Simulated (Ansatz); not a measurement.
Computed with DFT PBE, scalar-relativistic, plane waves, PAW in Ansatz. Several structures of AlH were relaxed, and the powder pattern of one of them was computed from 10° to 70° in 2θ (λ = 1.5406 Å; lines under 1 % are left out).

Cu Kα1 powder pattern (kinematic, no thermal factors).
2θ (°) (relative intensity): 16.58 (2), 33.51 (48), 34.09 (100), 35.49 (25), 40.64 (30), 44.17 (50), 52.67 (26), 57.51 (4), 60.12 (28), 68.23 (8)

Problem. Which structure gives it?
1.

Space group Fmmm (No. 69). a = 4.752 Å, b = 6.350 Å, c = 7.546 Å, α = 90.00°, β = 90.00°, γ = 90.00°
```tsv
atom	site	symmetry	x	y	z
Al	8i	mm2	0.0000	0.0000	0.3236
H	8h	m2m	0.5000	0.1803	0.0000
```

2.

Space group R-3m:H (No. 166). a = 2.983 Å, b = 2.983 Å, c = 15.779 Å, α = 90.00°, β = 90.00°, γ = 120.00°
```csv
atom,site,symmetry,x,y,z
Al,6c,3m,0.0000,0.0000,0.2356
H,6c,3m,0.3333,0.6667,0.0437
```

3.

Space group R3m:H (No. 160). a = 3.076 Å, b = 3.076 Å, c = 16.031 Å, α = 90.00°, β = 90.00°, γ = 120.00°
```json
{"atom": "Al", "site": "3a", "symmetry": "3m", "x": "0.0000", "y": "0.0000", "z": "0.2726"}
{"atom": "Al", "site": "3a", "symmetry": "3m", "x": "0.0000", "y": "0.0000", "z": "0.0993"}
{"atom": "H", "site": "3a", "symmetry": "3m", "x": "0.6667", "y": "0.3333", "z": "0.3196"}
{"atom": "H", "site": "3a", "symmetry": "3m", "x": "0.3333", "y": "0.6667", "z": "0.2328"}
```

4.

Space group Fm-3m (No. 225). a = 4.234 Å, b = 4.234 Å, c = 4.234 Å, α = 90.00°, β = 90.00°, γ = 90.00°
```json
{"atom": "Al", "site": "4a", "symmetry": "m-3m", "x": "0.0000", "y": "0.0000", "z": "0.0000"}
{"atom": "H", "site": "4b", "symmetry": "m-3m", "x": "0.5000", "y": "0.0000", "z": "0.0000"}
```

Solution. 3. Its strongest line, at 2θ = 34.09°, has d = λ/(2 sin θ) = 2.628 Å and is the (1 0 1) reflection of the conventional R3m cell with a = 3.076 Å, c = 16.031 Å. The others have their strongest lines at 43.1° (1); 36.6° (2); 36.7° (4).

The cells needn't be stable.
